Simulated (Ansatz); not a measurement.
# TaSi2 (P6_422) in Ansatz: relaxation of cell and atoms with PBEsol

Aim: the relaxation of cell and atoms of TaSi2 with PBEsol.

All numbers are computed with Ansatz 0.2.0; they aren't measurements. Logs are shortened: lines on timing, memory, paths and dates and some standing lists are left out, and cuts for length are marked.

## Step 1: The crystal as given

Symmetry: P6_422, No. 181, hexagonal system. Conventional cell: a = 4.784 Å, b = 4.784 Å, c = 6.570 Å, α = 90.00°, β = 90.00°, γ = 120.00°. Around Ta (site symmetry 222) lie 10 Si at 2.61 to 2.83 Å. Si (site symmetry 2) has 5 Si at 2.56 to 2.83 Å and 5 Ta at 2.61 to 2.83 Å as nearest neighbours.

## Step 2: Relaxation of cell and atoms, PBEsol

input.yaml

```yaml
crystal:
  lattice:
    - [4.7839, 0.0, 0.0]
    - [-2.39195, 4.1429789292, 0.0]
    - [0.0, 0.0, 6.57]
  atoms:
    - { symbol: Ta, position: [0.0, 0.5, 0.3333333333] }
    - { symbol: Ta, position: [0.5, 0.5, 0.6666666667] }
    - { symbol: Ta, position: [0.5, 0.0, 0.0] }
    - { symbol: Si, position: [0.31794, 0.15897, 0.3333333333] }
    - { symbol: Si, position: [0.15897, 0.84103, 0.6666666667] }
    - { symbol: Si, position: [0.84103, 0.68206, 0.0] }
    - { symbol: Si, position: [0.68206, 0.84103, 0.3333333333] }
    - { symbol: Si, position: [0.84103, 0.15897, 0.6666666667] }
    - { symbol: Si, position: [0.15897, 0.31794, 0.0] }
hamiltonian:
  xc: pbesol
  pseudopotentials: { kind: paw }
kpoints:
  mp_grid: { grid: [7, 7, 4] }
scf:
  occupations: { method: fermi_dirac, width: 0.05 }
output:
  forces: true
  stress: true
  eigenvalues: true
relax:
  f_tol: 0.01
  max_steps: 40
  cell: { stress_tol: 0.05 }
```

Potentials or basis: Ansatz PAW.

Run with:

```console
ansatz run input.yaml --threads 4 --pin off --max-ram 11264MiB --backend cpu --events-out ev --progress --plain --runs-dir out
```

The log of the run:

```text
Warning: RAYON_NUM_THREADS=4 ignored (pool sized by the plan → 4); use --threads N
Engine: ansatz 0.2.0, x86_64-unknown-linux-gnu
Pseudopotentials: kind: paw
Pseudopotential: Ta, paw, valence charge 13, recommended cutoff 420 eV (normal), Ta.paw.azcp
Pseudopotential: Si, paw, valence charge 4, recommended cutoff 420 eV (normal), Si.paw.azcp
Functional definition: PBEsol
  exchange = pbesol_x
  correlation = pbesol_c
Crystal: 9 atoms, lattice volume = 130.215 Å³
Basis set: ecut = 420 eV, 2523 PW (Γ), exchange–correlation on 64×64×90 points (8 copies of the dense FFT grid, shifted against one another)
Bands: 41, of which v1, the nominal top of the filled ones, is band 32 counted from 1 (31 counted from 0)
Symmetry: 12 space group operations
Space group: P6422 (ITA 181), of the structure as read, at distance tolerance 5.1e-5 Å
k-points: 24 of 196 (time reversal used)
Non-local potential: Ta, projectors of the file, l = 0: 3, l = 1: 2, l = 2: 2, l = 3: 1
Non-local potential: Si, projectors of the file, l = 0: 2, l = 1: 2, l = 2: 2
PAW form: soft (Blöchl's): semilocal exchange-correlation on the pseudo side does not see the compensation charge
PAW frozen core: Ta, regenerated for the run's functional, and the local potential with it (the file was generated under x = pbe(κ = 0.804, μ = 0.2195149727645171), c = pbe(β = 0.06672455060314922))
PAW frozen core: Si, regenerated for the run's functional, and the local potential with it (the file was generated under x = pbe(κ = 0.804, μ = 0.2195149727645171), c = pbe(β = 0.06672455060314922))
PAW one-centre angular grid: Ta, 590 points (default); XC on 64 Gauss nodes
PAW one-centre angular grid: Si, 110 points (default); XC on 64 Gauss nodes
Initial density: superposition of atomic densities (neutral atoms: chi_scale 0, normalization atom), corrected by the library's trained network
Initial wavefunctions: pseudopotential atomic-orbital guess
Functional: x = pbesol(κ = 0.804, μ = 0.12345679012345678), c = pbesol(β = 0.046)
SCF iter   1: F=—  HF=-33153.716231 eV  |F-HF|=—  |Δ(HF+E_count)|=         —  Δρ=5.15e-3  dr2=4.68e-2  ethr=1.77e-3  ⟨swp⟩=7.0  Hψ=4597  notcnv=0  defer=5
preconditioner: auto → Kerker (q_TF=auto, 2.417 Å⁻¹)  [metal: Δε(μ)=0.065 eV  Ē_g=7.331 eV  σ=0.050 eV  W_gap=0.30  n_scr=22 (ndim 8)  ℏωp=20.3 eV  f_vac=0.000  D(μ)=3.10/eV (n_scr^D=22)]
SCF iter   2: F=—  HF=-33153.709081 eV  |F-HF|=—  |Δ(HF+E_count)|=   7.15e-3  Δρ=2.54e-3  dr2=7.00e-3  ethr=7.43e-5  ⟨swp⟩=2.0  Hψ=1309  notcnv=0  defer=21
SCF iter   3: F=—  HF=-33153.708374 eV  |F-HF|=—  |Δ(HF+E_count)|=   7.07e-4  Δρ=6.63e-4  dr2=3.98e-4  ethr=1.11e-5  ⟨swp⟩=2.0  Hψ=1171  notcnv=0  defer=21
SCF iter   4: F=—  HF=-33153.708354 eV  |F-HF|=—  |Δ(HF+E_count)|=   2.06e-5  Δρ=8.51e-5  dr2=9.30e-6  ethr=6.32e-7  ⟨swp⟩=2.0  Hψ=1301  notcnv=0  defer=21
SCF iter   5: F=—  HF=-33153.708430 eV  |F-HF|=—  |Δ(HF+E_count)|=   7.60e-5  Δρ=1.05e-5  dr2=2.01e-7  ethr=1.48e-8  ⟨swp⟩=2.0  Hψ=1401  notcnv=0  defer=22
SCF iter   6: F=-33153.708430 eV  HF=-33153.708430 eV  |F-HF|=4.89e-9  |Δ(HF+E_count)|=   3.64e-8  Δρ=2.10e-6  dr2=7.83e-9  ethr=1.59e-10  ⟨swp⟩=10.2  Hψ=4126  notcnv=0
SCF 1 converged in 6 iterations: F = -33153.708430 eV  dr2 = 7.83e-9
relax step   1: F+E_penalty+E_count = -33153.70842960 eV  Δ(F+E_penalty+E_count) = +0.000e0 eV  max|allowed force component| = 5.905e-2 eV/Å  Δτ_max = 0.0000 Å  P = -2.245 GPa  Ω = 130.215 Å³  (6 SCF iters, dr2 threshold 1.00e-7 eV, accepted)
Crystal: 9 atoms, lattice volume = 127.345 Å³
Basis set: ecut = 420 eV, 2499 PW (Γ), exchange–correlation on 64×64×90 points (8 copies of the dense FFT grid, shifted against one another)
Initial density: handed on by an earlier stage of this run
Initial wavefunctions: those handed on with the density
iter 1 solved again at ethr=1.11e-5 eV; its pass at ethr=3.10e-3 eV (dr2=6.98e-3 eV) is discarded
SCF iter   1: F=—  HF=-33153.714694 eV  |F-HF|=—  |Δ(HF+E_count)|=         —  Δρ=1.81e-3  dr2=6.60e-3  ethr=1.11e-5  ⟨swp⟩=2.0  Hψ=4677  notcnv=0
preconditioner: auto → Kerker (q_TF=auto, 2.426 Å⁻¹)  [metal: Δε(μ)=0.041 eV  Ē_g=7.463 eV  σ=0.050 eV  W_gap=0.20  n_scr=22 (ndim 8)  ℏωp=20.5 eV  f_vac=0.000  D(μ)=3.21/eV (n_scr^D=22)]
SCF iter   2: F=—  HF=-33153.713307 eV  |F-HF|=—  |Δ(HF+E_count)|=   1.39e-3  Δρ=8.94e-4  dr2=1.38e-3  ethr=1.05e-5  ⟨swp⟩=2.2  Hψ=1183  notcnv=0
SCF iter   3: F=—  HF=-33153.712866 eV  |F-HF|=—  |Δ(HF+E_count)|=   4.41e-4  Δρ=1.63e-4  dr2=3.25e-5  ethr=2.19e-6  ⟨swp⟩=2.5  Hψ=1414  notcnv=0
SCF iter   4: F=—  HF=-33153.712950 eV  |F-HF|=—  |Δ(HF+E_count)|=   8.43e-5  Δρ=2.51e-5  dr2=7.02e-7  ethr=1.43e-9  ⟨swp⟩=6.0  Hψ=5145  notcnv=0
SCF iter   5: F=-33153.712950 eV  HF=-33153.712950 eV  |F-HF|=8.25e-9  |Δ(HF+E_count)|=   1.67e-7  Δρ=2.67e-6  dr2=1.38e-8  ethr=1.11e-9  ⟨swp⟩=2.4  Hψ=3391  notcnv=0
SCF 2 converged in 5 iterations: F = -33153.712950 eV  dr2 = 1.38e-8
relax step   2: F+E_penalty+E_count = -33153.71295010 eV  Δ(F+E_penalty+E_count) = -4.520e-3 eV  max|allowed force component| = 6.233e-2 eV/Å  Δτ_max = 0.0102 Å  P = +1.940 GPa  Ω = 127.345 Å³  energy of the carried Pulay correction = +8.544e-4 eV  (5 SCF iters, dr2 threshold 9.00e-7 eV, accepted)
Crystal: 9 atoms, lattice volume = 128.672 Å³
iter 1 solved again at ethr=2.19e-6 eV; its pass at ethr=3.10e-3 eV (dr2=1.38e-3 eV) is discarded
SCF iter   1: F=—  HF=-33153.722927 eV  |F-HF|=—  |Δ(HF+E_count)|=         —  Δρ=8.72e-4  dr2=1.53e-3  ethr=2.19e-6  ⟨swp⟩=2.2  Hψ=4660  notcnv=0
preconditioner: auto → Kerker (q_TF=auto, 2.422 Å⁻¹)  [metal: Δε(μ)=0.029 eV  Ē_g=7.417 eV  σ=0.050 eV  W_gap=0.14  n_scr=22 (ndim 8)  ℏωp=20.4 eV  f_vac=0.000  D(μ)=3.18/eV (n_scr^D=22)]
SCF iter   2: F=—  HF=-33153.722600 eV  |F-HF|=—  |Δ(HF+E_count)|=   3.27e-4  Δρ=4.32e-4  dr2=3.21e-4  ethr=2.19e-6  ⟨swp⟩=2.5  Hψ=1267  notcnv=0
SCF iter   3: F=—  HF=-33153.722583 eV  |F-HF|=—  |Δ(HF+E_count)|=   1.69e-5  Δρ=7.99e-5  dr2=8.35e-6  ethr=5.09e-7  ⟨swp⟩=2.3  Hψ=1351  notcnv=0
SCF iter   4: F=-33153.722580 eV  HF=-33153.722580 eV  |F-HF|=1.08e-7  |Δ(HF+E_count)|=   2.60e-6  Δρ=1.27e-5  dr2=1.96e-7  ethr=1.43e-9  ⟨swp⟩=7.7  Hψ=4435  notcnv=0
SCF 3 converged in 4 iterations: F = -33153.722580 eV  dr2 = 1.96e-7
relax step   3: F+E_penalty+E_count = -33153.72258024 eV  Δ(F+E_penalty+E_count) = -9.630e-3 eV  max|allowed force component| = 5.762e-4 eV/Å  Δτ_max = 0.0050 Å  P = -0.057 GPa  Ω = 128.672 Å³  energy of the carried Pulay correction = +4.570e-4 eV  (4 SCF iters, dr2 threshold 9.00e-7 eV, accepted)
Crystal: 9 atoms, lattice volume = 128.628 Å³
iter 1 solved again at ethr=2.99e-9 eV; its pass at ethr=3.10e-3 eV (dr2=1.89e-6 eV) is discarded
SCF iter   1: F=—  HF=-33153.722514 eV  |F-HF|=—  |Δ(HF+E_count)|=         —  Δρ=3.29e-5  dr2=2.15e-6  ethr=2.99e-9  ⟨swp⟩=2.1  Hψ=4305  notcnv=0
preconditioner: auto → Kerker (q_TF=auto, 2.422 Å⁻¹)  [metal: Δε(μ)=0.027 eV  Ē_g=7.416 eV  σ=0.050 eV  W_gap=0.13  n_scr=22 (ndim 8)  ℏωp=20.4 eV  f_vac=0.000  D(μ)=3.18/eV (n_scr^D=22)]
SCF iter   2: F=—  HF=-33153.722600 eV  |F-HF|=—  |Δ(HF+E_count)|=   8.66e-5  Δρ=1.66e-5  dr2=5.64e-7  ethr=2.99e-9  ⟨swp⟩=2.7  Hψ=1429  notcnv=0
SCF iter   3: F=—  HF=-33153.722600 eV  |F-HF|=—  |Δ(HF+E_count)|=   2.09e-7  Δρ=2.82e-6  dr2=2.12e-8  ethr=8.96e-10  ⟨swp⟩=2.0  Hψ=1353  notcnv=0
SCF iter   4: F=-33153.722600 eV  HF=-33153.722600 eV  |F-HF|=3.20e-10  |Δ(HF+E_count)|=   7.04e-9  Δρ=5.15e-7  dr2=4.84e-10  ethr=1.95e-11  ⟨swp⟩=4.3  Hψ=3168  notcnv=0
SCF 4 converged in 4 iterations: F = -33153.722600 eV  dr2 = 4.84e-10
relax step   4: F+E_penalty+E_count = -33153.72260007 eV  Δ(F+E_penalty+E_count) = -1.983e-5 eV  max|allowed force component| = 2.681e-3 eV/Å  Δτ_max = 0.0002 Å  P = +0.008 GPa  Ω = 128.628 Å³  energy of the carried Pulay correction = +4.701e-4 eV  (4 SCF iters, dr2 threshold 1.23e-8 eV, accepted)
Initial wavefunctions: pseudopotential atomic-orbital guess (no wavefunctions were taken with the density)
iter 1 solved again at ethr=2.77e-7 eV; its pass at ethr=3.10e-3 eV (dr2=1.74e-4 eV) is discarded
SCF iter   1: F=—  HF=-33153.722047 eV  |F-HF|=—  |Δ(HF+E_count)|=         —  Δρ=1.57e-5  dr2=3.69e-8  ethr=2.77e-7  ⟨swp⟩=3.0  Hψ=6991  notcnv=0
eigensolver tolerance schedule: the retry pair's looser diagonalisation over-reported the residual by 4717.95 of it (diagonalisation noise at 0.73 of the residual, at the tolerance the schedule requests for it); recorded, not acted on — ethr = c·dr2/N_el stays at c = 1.0e-1
SCF iter   2: F=—  HF=-33153.722141 eV  |F-HF|=—  |Δ(HF+E_count)|=   9.40e-5  Δρ=8.22e-6  dr2=9.43e-9  ethr=5.86e-11  ⟨swp⟩=3.2  Hψ=2154  notcnv=0
SCF iter   3: F=—  HF=-33153.722141 eV  |F-HF|=—  |Δ(HF+E_count)|=   1.15e-8  Δρ=1.21e-6  dr2=8.86e-10  ethr=1.50e-11  ⟨swp⟩=2.8  Hψ=1740  notcnv=0
SCF iter   4: F=—  HF=-33153.722141 eV  |F-HF|=—  |Δ(HF+E_count)|=  1.02e-10  Δρ=2.80e-7  dr2=1.20e-10  ethr=1.41e-12  ⟨swp⟩=2.7  Hψ=1766  notcnv=0
SCF iter   5: F=-33153.722141 eV  HF=-33153.722141 eV  |F-HF|=3.64e-11  |Δ(HF+E_count)|=  7.28e-12  Δρ=8.36e-8  dr2=6.89e-12  ethr=1.00e-12  ⟨swp⟩=5.3  Hψ=3452  notcnv=0
SCF 5 converged in 5 iterations: F = -33153.722141 eV  dr2 = 6.89e-12
relax step   5: F+E_penalty+E_count = -33153.72214113 eV  Δ(F+E_penalty+E_count) = +4.589e-4 eV  max|allowed force component| = 2.625e-3 eV/Å  Δτ_max = 0.0000 Å  P = +0.002 GPa  Ω = 128.628 Å³  stress off target by 4.69e-3 GPa  SCF on the basis re-selected at this cell (its energy is not comparable with the rows above)  (5 SCF iters)
basis re-selected at this cell: Δ(F+E_penalty+E_count) = +4.589e-4 eV, ΔP = -0.006 GPa vs the last step (what re-selecting the basis moved, of the pressure what is left beyond the Pulay correction that the steps carried, after the strain that the cell walked since its last selection, with what the two solves' SCF thresholds leave and, on support functions, any second-order correction that the steps lacked; it is no measure of the basis error at this ecutwfc). This SCF's stress stands 4.69e-3 GPa from its target on what of the cell is left free (relax.cell.stress_tol is 5.00e-2 GPa) and its largest allowed force component is 2.62e-3 eV/Å (relax.f_tol is 1.00e-2 eV/Å): within both
SCF converged after 5 iterations
Free energy (F): -33153.722141 eV
Harris-Foulkes:  -33153.722141 eV  (|F-HF|=3.64e-11)
Internal energy: -33153.695922 eV  (E = F + TS)
E sigma→0 (E₀):  -33153.709032 eV
Entropy (-TS):   -0.026219 eV (-2.913 meV/atom)
Fermi energy:    15.287812 eV
--- Per-component energies (eV) ---
  E_band       = -248.489889
  E_kinetic    = 1365.348949
  E_local      = -2326.094390  (includes V_loc(G=0)·N_el)
  E_nonlocal   = 205.478353
  E_hartree    = 890.282767
  E_xc         = -992.798430
  E_vxc        = -910.454939  (∫ρ·V_xc dr)
  E_paw        = -27812.677382  (= ΣΔE_a)
  E_vpaw       = -363.333779  (= ΣTr[D̂ρ^β])
  E_aug_tail   = 0.000461  (compensation charges beyond the density's cutoff)
  E_ewald      = -4484.066553
  E_core_change = 0.830303  (= ΣΔE_core)
  E_smearing   = -0.026219  (= −TS)
  E_closure    = 0.000000  (closes the sum)
  Σ components = -33153.722141   (vs F -33153.722141, Δ=0.00e0)
--- Forces (eV/Å), atoms counted from 1 ---
  atom   1  Ta     0.00000000    -0.00000000     0.00000000
  atom   2  Ta     0.00000000    -0.00000000    -0.00000000
  atom   3  Ta    -0.00000000    -0.00000000    -0.00000000
  atom   4  Si     0.00227330     0.00131249    -0.00000000
  atom   5  Si     0.00227330    -0.00131249     0.00000000
  atom   6  Si     0.00000000    -0.00262498    -0.00000000
  atom   7  Si    -0.00227330    -0.00131249     0.00000000
  atom   8  Si    -0.00227330     0.00131249    -0.00000000
  atom   9  Si    -0.00000000     0.00262498     0.00000000
  max |Σ_I F_I| component: 6.25e-17 eV/Å
--- Stress (GPa, compression-positive) ---
        0.004692      -0.000000      -0.000000
       -0.000000       0.004692      -0.000000
        0.000000      -0.000000      -0.002592
  P = ⅓ Tr σ = 0.0023 GPa (0.023 kbar)
--- Band table (eV; the first three rows and the last of 24) ---
  k-point 0: bands = ["-52.2564", "-52.2402", "-52.2402", "-18.9656", "-18.9656", "-18.9603", "-18.8935", "-18.8935", "-18.7938", "-18.7911", "-18.7820", "-18.7820", "1.8468", "5.1737", "5.1737", "8.6883", "9.3974", "9.3974", "9.4033", "9.4033", "10.5066", "11.3806", "11.3806", "11.7621", "12.7323", "12.7323", "12.7822", "12.7822", "12.9102", "13.0730", "13.0730", "13.8115", "15.9838", "18.3219", "18.3219", "18.7913", "18.9064", "18.9097", "19.2460", "19.2460", "19.3791"]
  k-point 1: bands = ["-52.2550", "-52.2456", "-52.2362", "-19.0030", "-18.9495", "-18.9117", "-18.8995", "-18.8976", "-18.8104", "-18.8040", "-18.7954", "-18.7564", "2.0924", "3.8819", "6.4479", "8.8931", "9.0249", "9.3385", "9.7635", "9.8888", "10.3147", "10.4543", "10.8030", "11.1620", "12.5416", "12.8331", "12.9987", "13.0249", "13.1606", "13.2596", "13.7198", "14.2681", "16.6988", "17.5896", "18.1170", "18.6564", "18.7826", "18.8306", "19.1705", "19.2579", "19.4216"]
  k-point 2: bands = ["-52.2510", "-52.2510", "-52.2348", "-19.0162", "-18.9226", "-18.9226", "-18.9026", "-18.8545", "-18.8545", "-18.8043", "-18.8043", "-18.7461", "2.8007", "2.8007", "7.2332", "8.8859", "8.9186", "9.3870", "9.3870", "10.2699", "10.2699", "10.3490", "10.3490", "11.0561", "12.4794", "12.6084", "12.6084", "13.0028", "13.3339", "13.5246", "13.5246", "16.3873", "16.3873", "17.9781", "17.9781", "18.7331", "18.7982", "18.7982", "18.8646", "18.9344", "19.2301"]
  k-point 23: bands = ["-52.2508", "-52.2444", "-52.2414", "-19.0078", "-18.9812", "-18.9802", "-18.8812", "-18.8603", "-18.8196", "-18.7831", "-18.7820", "-18.7603", "4.6226", "4.6546", "5.4744", "6.2821", "6.4310", "7.5155", "9.8931", "10.0068", "10.7544", "11.0164", "12.3853", "12.4566", "12.6379", "12.7143", "12.7427", "12.8695", "14.1687", "14.7505", "14.8116", "15.3101", "16.3642", "16.9648", "17.0834", "17.5978", "17.6133", "18.2664", "18.6597", "18.7851", "19.0892"]
--- Relaxed structure (4 steps of the walk, 4 accepted, 1 SCFs on fresh bases) ---
  F+E_penalty+E_count = -33153.72214113 eV   max|allowed force component| = 2.625e-3 eV/Å   (the final SCF, on the basis selected at the relaxed cell)
  cell:  # Å, volume = 128.6278 Å³
    - [4.756499918481747, -3.634567450299325e-33, 5.754890565889154e-19]
    - [-2.3782499592408737, 4.119249762503805, -2.0440556750617487e-18]
    - [7.903516172522265e-19, -2.7851853537036587e-18, 6.564916952175907]
  atoms:
    - { symbol: Ta, position: [5.556845358315979e-17, 0.5000000000000001, 0.33333333333333337] }
    - { symbol: Ta, position: [0.5, 0.5000000000000001, 0.6666666666666667] }
    - { symbol: Ta, position: [0.5, 2.326189152552109e-20, -6.018531076210112e-36] }
    - { symbol: Si, position: [0.31913228733651, 0.15956614366825503, 0.33333333333333337] }
    - { symbol: Si, position: [0.15956614366825494, 0.840433856331745, 0.6666666666666667] }
    - { symbol: Si, position: [0.840433856331745, 0.6808677126634902, -5.564770486331139e-20] }
    - { symbol: Si, position: [0.68086771266349, 0.840433856331745, 0.33333333333333337] }
    - { symbol: Si, position: [0.8404338563317452, 0.15956614366825503, 0.6666666666666667] }
    - { symbol: Si, position: [0.15956614366825503, 0.31913228733651006, 5.564770486331166e-20] }
```

It took 5.2 s on 4 threads of AMD EPYC 9R45 (Zen 5), shared host; peak memory 0.55 GiB.

What came out:

- Free energy: -33153.7221 eV
- Relaxed volume: 14.29 Å³/atom
- Relaxed cell: a = 4.756 Å, b = 4.756 Å, c = 6.565 Å, α = 90.00°, β = 90.00°, γ = 120.00°
- Space group after relaxing (to 0.05 Å): P6_422 (No. 181)
- Energy gained by relaxing: 1.5 meV/atom
- Ionic steps: 5
- Pressure after relaxing: 0.0 GPa
- Band gap on the k mesh: none (metal or under the smearing width)

Forces in eV/Å, atoms in the order of the input:
```
Ta   0.000  0.000  0.000
Ta   0.000  0.000  0.000
Ta   0.000  0.000  0.000
Si   0.002  0.001  0.000
Si   0.002 -0.001  0.000
Si   0.000 -0.003  0.000
Si  -0.002 -0.001  0.000
Si  -0.002  0.001  0.000
Si   0.000  0.003  0.000
```

Step by step:
| step | energy change (eV) | largest force (eV/Å) | volume (Å³) |
| --- | --- | --- | --- |
| 1 | 0.0000 | 0.0590 | 130.21 |
| 2 | -0.0045 | 0.0623 | 127.34 |
| 3 | -0.0142 | 0.0006 | 128.67 |
| 4 | -0.0142 | 0.0027 | 128.63 |
| 5 | -0.0137 | 0.0026 | 128.63 |

Final structure:
```cif
data_structure
_symmetry_space_group_name_H-M 'P 1'
_symmetry_Int_Tables_number 1
_cell_length_a 4.7565
_cell_length_b 4.7565
_cell_length_c 6.5649
_cell_angle_alpha 90.000
_cell_angle_beta 90.000
_cell_angle_gamma 120.000
_cell_volume 128.63
loop_
_atom_site_label
_atom_site_type_symbol
_atom_site_fract_x
_atom_site_fract_y
_atom_site_fract_z
_atom_site_occupancy
Ta1 Ta 0.00000 0.50000 0.33333 1
Ta2 Ta 0.50000 0.50000 0.66667 1
Ta3 Ta 0.50000 0.00000 0.00000 1
Si1 Si 0.31913 0.15957 0.33333 1
Si2 Si 0.15957 0.84043 0.66667 1
Si3 Si 0.84043 0.68087 0.00000 1
Si4 Si 0.68087 0.84043 0.33333 1
Si5 Si 0.84043 0.15957 0.66667 1
Si6 Si 0.15957 0.31913 0.00000 1
```

Caveat: the plane-wave basis is chosen anew once the cell has moved, so the energies of steps on either side of that aren't comparable; the PAW data sets come from PBE, with cores solved anew for the run's functional, which leaves a small shift of forces and pressure. Spin-orbit coupling is left out, which matters for the levels of Ta.
